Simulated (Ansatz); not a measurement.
Gas-phase electronic energies from Ansatz, PBE0-D4/def2-TZVP geometries. CCSD(T)/CBS is the MP2 limit (def2-TZVPP, def2-QZVPP) plus CCSD(T) − MP2 in def2-TZVPP, frozen cores. This one scheme is used for every species. Functionals use def2-TZVPP. One conformer a species, not always the lowest.

Consider the ligand exchange at a B–O bond: `CC(=O)OBCl` + CH₃SH → `CSBCl` + `CC(=O)O`.

CCSD(T)/CBS gives +0.14 eV.

**Question.** Another level gave +0.09 eV. Which?
A. r2SCANh/def2-TZVPP
B. CCSD/def2-TZVPP
C. LDA (SPW92)/def2-TZVPP
D. B2PLYP/def2-TZVPP

**Answer.** A. r2SCANh 0.09, CCSD/def2-TZVPP 0.21, B2PLYP 0.16, LDA (SPW92) 0.01 eV.

Largest T1 diagnostic among the species: 0.015.

In def2-TZVPP, CCSD(T) changes the Hartree–Fock value by −0.20 eV (the triples alone add −0.04 eV) and MP2 by −0.26 eV. From PBE to PBE0 (25 % exact exchange), in def2-TZVPP and without D4, ΔE moves by +0.05 eV. At CCSD(T), def2-SVP lies +0.09 eV from the extrapolated value and def2-TZVPP +0.02 eV.

CCSD(T)/CBS has its own doubt, a few kJ/mol and more with outer-core shells, so smaller differences from it don't rank the levels.
